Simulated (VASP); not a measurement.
A run of VASP 6.6.1:

INCAR

```
ALGO = Normal ; EDIFF = 1E-7
EDIFFG = -0.01 ; ENCUT = 600
GGA = PE ; IBRION = 2
ISIF = 3 ; ISMEAR = -1
LASPH = True ; LCHARG = False
LREAL = False ; LWAVE = False
NELM = 100 ; NSW = 60
PREC = Accurate ; PSTRESS = 0
SIGMA = 0.05
```

The input KPOINTS:

```
k-points
0
Gamma
  10 10 10
```

POSCAR

```
InP
1.0
    0.0000000000      2.9340000000      2.9340000000
    2.9340000000      0.0000000000      2.9340000000
    2.9340000000      2.9340000000      0.0000000000
In P
1 1
Direct
    0.0000000000      0.0000000000      0.0000000000
    0.2500000000      0.2500000000      0.2500000000
```

Potentials or basis: VASP PAW PBE potentials, release 64 (In_d, P).

Launch:

```sh
$ cat potpaw_PBE.64/In_d/POTCAR potpaw_PBE.64/P/POTCAR > POTCAR
$ mpirun -np 1 vasp_std > vasp.out
```

Hardware: 1 thread of AMD EPYC 9R45 96-Core Processor (Zen 5), with other jobs on the host.

Estimate the wall time of this run.

It took 55 s on 1 thread of AMD EPYC 9R45 96-Core Processor (Zen 5) (shared host), peak memory 0.21 GiB. Counts: scf iterations 36, k points 47, ion steps 3.
